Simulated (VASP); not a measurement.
Write the native input for VASP 6.6.1 that does the following.

* Task: electrostatic potential
* Functional: LDA
* Potentials or basis: VASP PAW LDA potentials, release 64 (Ga_d, N)
* Cutoff: 520 eV
* k mesh: 8 × 5 × 4
* Occupations: gaussian, width 0.02 eV
* Spin: no spin polarisation
* Further INCAR settings: ALGO = Normal; EDIFF = 1e-06

The structure of GaN lies in POSCAR:

```
GaN                                     
1.0
    3.1404565028      0.0000000000      0.0000000000
    0.0000000000      5.0875395346      0.0000000000
    0.0000000000      0.0000000000      5.4960037462
  Ga              N             
     4     4
Direct
     0.0000000000000000    0.0002248515550082    0.3338615098419213
     0.5000000000000000    0.0002248515550082    0.8338615098419212
     0.5000000000000000    0.5002248515550082    0.1661384901580787
     1.0000000000000000    0.5002248515550082    0.6661384901580788
     0.0000000000000000    0.6217751484449917    0.3342403424970006
     0.5000000000000000    0.6217751484449917    0.8342403424970007
     0.5000000000000000    0.1217751484449917    0.1657596575029994
     0.0000000000000000    0.1217751484449917    0.6657596575029993
```

The cell was built by a generator and isn't the measured one.

The input as run:

INCAR

```
PREC = Accurate
ENCUT = 520
EDIFF = 1E-6
ISMEAR = 0
SIGMA = 0.02
LREAL = F
LASPH = T
NELM = 80
ALGO = Normal
ISIF = 2
LWAVE = F
LCHARG = T
LVHAR = T
KPAR = 2
```

KPOINTS

```
Automatic mesh
0
Gamma
  8 5 4
```

Potentials or basis: VASP PAW LDA potentials, release 64 (Ga_d, N).

The run is started by

```bash
$ cat potpaw_LDA.64/Ga_d/POTCAR potpaw_LDA.64/N/POTCAR > POTCAR
$ mpirun -np 2 vasp_std > vasp.out
```

Results of the run:

The pressure is 2.5 GPa. The largest force is 0.007 eV/Å. The band gap on the k mesh is 2.20 eV.

Run time: 58 s on 2 MPI ranks on AMD EPYC 9R14 (Zen 4) (shared host), peak memory 0.22 GiB a rank.
